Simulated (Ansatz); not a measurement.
# LiCl: what changed settings do

The reference input for Ansatz (plane-wave DFT with PAW):

```yaml
crystal:
  lattice:
    - [0.0, 2.542122339, 2.542122339]
    - [2.542122339, 0.0, 2.542122339]
    - [2.542122339, 2.542122339, 0.0]
  atoms:
    - { symbol: Li, position: [0.0, 0.0, 0.0] }
    - { symbol: Cl, position: [0.5, 0.5, 0.5] }
basis:
  ecutwfc: 420
kpoints:
  mp_grid: { grid: [8, 8, 8] }
hamiltonian:
  xc: pbe
scf:
  occupations: { method: gaussian, width: 0.1 }
output:
  forces: true
  stress: true
  eigenvalues: true
```

Command:

```bash
ansatz run input.yaml --threads 1 --pin off --max-ram 1331MiB --backend cpu --events-out ev --progress --plain --runs-dir out
```

The run converges in 6 SCF iterations on 29 irreducible k-points: pressure 1.34 GPa, gap on the sampled k-points 6.48 eV.

Settings here are deliberately varied, not converged. Each trial's input is given as a difference from the reference's; energies are extrapolated to zero smearing where there is one, and pressure is positive in compression.

Trial 1 (volume scaled):

```diff
 crystal:
   lattice:
-    - [0.0, 2.542122339, 2.542122339]
-    - [2.542122339, 0.0, 2.542122339]
-    - [2.542122339, 2.542122339, 0.0]
+    - [0.0, 2.6787061058, 2.6787061058]
+    - [2.6787061058, 0.0, 2.6787061058]
+    - [2.6787061058, 2.6787061058, 0.0]
 basis:
+  ecutrho_ratio: 12
 kpoints:
-  mp_grid: { grid: [8, 8, 8] }
+  mp_grid: { grid: [7, 8, 1] }
 hamiltonian:
-  xc: pbe
+  xc: lda
 scf:
+  eigensolver: { mixed_precision: false }
+  max_iter: 80
+  convergence: { dr2_threshold: "1e-4 eV" }
```

The run converges in 6 SCF iterations on 29 irreducible k-points: pressure 1.07 GPa, gap on the sampled k-points 5.09 eV. It warns that the SCF threshold is loose for the forces; that the SCF threshold is loose for the stress; that the mesh lowers the symmetry.